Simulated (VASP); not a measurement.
A run of VASP 6.6.1:

Contents of INCAR:

```
SYSTEM = GaAs
PREC     = Accurate       ! precision mode
ENCUT    = 600            ! plane-wave cutoff, eV
EDIFF    = 1E-6           ! SCF threshold, eV
ISMEAR   = 0              ! smearing method
SIGMA    = 0.02           ! smearing width, eV
LREAL    = .False.        ! projectors in reciprocal space
LASPH    = .True.         ! aspherical terms in the spheres
NELM     = 100            ! most SCF steps
ALGO     = Normal         ! electronic algorithm
ISIF     = 3              ! what is computed and relaxed
LWAVE    = .False.        ! write WAVECAR
LCHARG   = .False.        ! write CHGCAR
GGA      = PE             ! functional
IBRION   = 2              ! ionic algorithm
NSW      = 100            ! ionic steps
EDIFFG   = -0.005         ! ionic threshold
```

Contents of KPOINTS:

```
Automatic mesh
0
Gamma
  12 12 12
  0 0 0
```

The input POSCAR:

```
GaAs
1.0
    0.0000000000      2.8268500000      2.8268500000
    2.8268500000      0.0000000000      2.8268500000
    2.8268500000      2.8268500000      0.0000000000
Ga As
1 1
Direct
    0.0000000000      0.0000000000      0.0000000000
    0.2500000000      0.2500000000      0.2500000000
```

Potentials or basis: VASP PAW PBE potentials, release 64 (Ga_d, As).

The run is started by

```console
$ cat potpaw_PBE.64/Ga_d/POTCAR potpaw_PBE.64/As/POTCAR > POTCAR
$ mpirun -np 1 vasp_std > vasp.out
```

Hardware: 1 thread of Intel(R) Xeon(R) 6975P-C (Granite Rapids) (shared host).

Estimate the wall time of this run.

Wall time 52 s on 1 thread of Intel(R) Xeon(R) 6975P-C (Granite Rapids), with other jobs on the host, peak memory 0.22 GiB. Counts: scf iterations 37, k points 72, ion steps 6.
